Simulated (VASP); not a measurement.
Write the native input for VASP 6.6.1 that does the following.

```
Task                   : single point
Functional             : PBEsol
Potentials or basis    : VASP PAW PBE potentials, release 64 (In_d, Se)
Cutoff                 : 520 eV
k mesh                 : 8 × 8 × 2
Occupations            : fermi-dirac, width 0.05 eV
Spin                   : no spin polarisation
Ladder                 : free
Further INCAR settings : ALGO = Normal; EDIFF = 1e-07; NBANDS = 48
```

The structure of InSe lies in POSCAR:

```
InSe
1.0
    4.0473293151      0.0000000000      0.0000000000
   -2.0236646576      3.5050900044      0.0000000000
    0.0000000000      0.0000000000     18.0520649100
In Se
4 4
Direct
    0.3333333333      0.6666666667      0.0773904900
    0.3333333333      0.6666666667      0.9226095100
    0.0000000000      0.0000000000      0.4226063200
    0.0000000000      0.0000000000      0.5773936800
    0.3333333333      0.6666666667      0.3529842800
    0.3333333333      0.6666666667      0.6470157200
    0.6666666667      0.3333333333      0.1469999300
    0.6666666667      0.3333333333      0.8530000700
```

Measurements of this composition are mostly on another form, of space group No. 160.

One way to write it, as run:

INCAR

```
SYSTEM = InSe
PREC = Accurate
ENCUT = 520
EDIFF = 1E-7
ISMEAR = -1
SIGMA = 0.05
LREAL = .False.
LASPH = .True.
NELM = 100
ALGO = Normal
ISIF = 2
LWAVE = .False.
LCHARG = .False.
GGA = PS
NBANDS = 48
KPAR = 2
```

KPOINTS

```
regular mesh
0
Gamma
  8 8 2
  0 0 0
```

Potentials or basis: VASP PAW PBE potentials, release 64 (In_d, Se).

Run with:

```console
$ cat potpaw_PBE.64/In_d/POTCAR potpaw_PBE.64/Se/POTCAR > POTCAR
$ mpirun -np 2 vasp_std > vasp.out
```

Results of the run:

* Pressure: -0.7 GPa
* Largest force: 0.081 eV/Å
* Band gap on the k mesh: 0.63 eV, direct

Caveat: the PAW data sets were made with another functional, which shifts forces and pressure a little; spin-orbit coupling is left out, which moves the levels of the heavy elements; this functional lacks dispersion, which binds the layers, so the pressure and a relaxed spacing across them are unreliable.

Run time: 3.1 min on 2 MPI ranks on Intel(R) Xeon(R) Platinum 8259CL CPU @ 2.50GHz (Skylake/Cascade Lake), on a shared host, peak memory 0.45 GiB a rank.
